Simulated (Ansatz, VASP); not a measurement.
# Ge in VASP and in Ansatz

Contents of INCAR:

```
SYSTEM = Ge
  PREC = Accurate
  ENCUT = 520
  EDIFF = 1E-7
  ISMEAR = -1
  SIGMA = 0.1
  LREAL = .False.
  LASPH = .True.
  NELM = 60
  ALGO = Normal
  ISIF = 2
  LWAVE = .False.
  LCHARG = .False.
  GGA = PE
  NBANDS = 13
```

Contents of KPOINTS:

```
regular mesh
0
Gamma
  13 13 13
  0 0 0
```

The input POSCAR:

```
Ge
1.0
    2.6005525792      0.0000000000      0.0000000000
    0.0000000000      2.6005525792      0.0000000000
    0.0000000000      0.0000000000      2.6005525792
Ge
1
Direct
    0.0000000000      0.0000000000      0.0000000000
```

Input for Ansatz:

```yaml
crystal:
  lattice:
    - [2.6005525792, 0.0, 0.0]
    - [0.0, 2.6005525792, 0.0]
    - [0.0, 0.0, 2.6005525792]
  atoms:
    - { symbol: Ge, position: [0.0, 0.0, 0.0] }
hamiltonian:
  xc: pbe
  pseudopotentials:
    kind: paw
    azcp:
      Ge: "pseudopotentials/Ge.paw.azcp"
basis:
  ecutwfc: 420
  fft_grid_basis: typed
kpoints:
  mp_grid: { grid: [13, 13, 13], shift: [0, 0, 0] }
magnetization:
  spin_polarized: false
scf:
  occupations: { method: fermi_dirac, width: 0.1 }
  lower_state_search: "off"
output:
  stress: true
  write_density: true
  write_potential: true
  elf: true
  volumetric_format: npy
```

Alike in both runs: task single point; functional PBE; k mesh 13 × 13 × 13; occupations fermi-dirac, width 0.1 eV; no spin polarisation.

```csv
,VASP,Ansatz
version,VASP 6.6.1,Ansatz 0.2.0
potentials or method,"VASP PAW PBE potentials, release 64 (Ge_d)","plane waves (420 eV) with PAW, scalar-relativistic"
plane-wave cutoff (eV),520,420
valence electrons in the cell,14,14
```

```tsv
	VASP	Ansatz	Ansatz less VASP
pressure (GPa)	11.5	11.5	-0.06
```

The functional is the same, so the differences come from potentials, cutoffs and numerics.
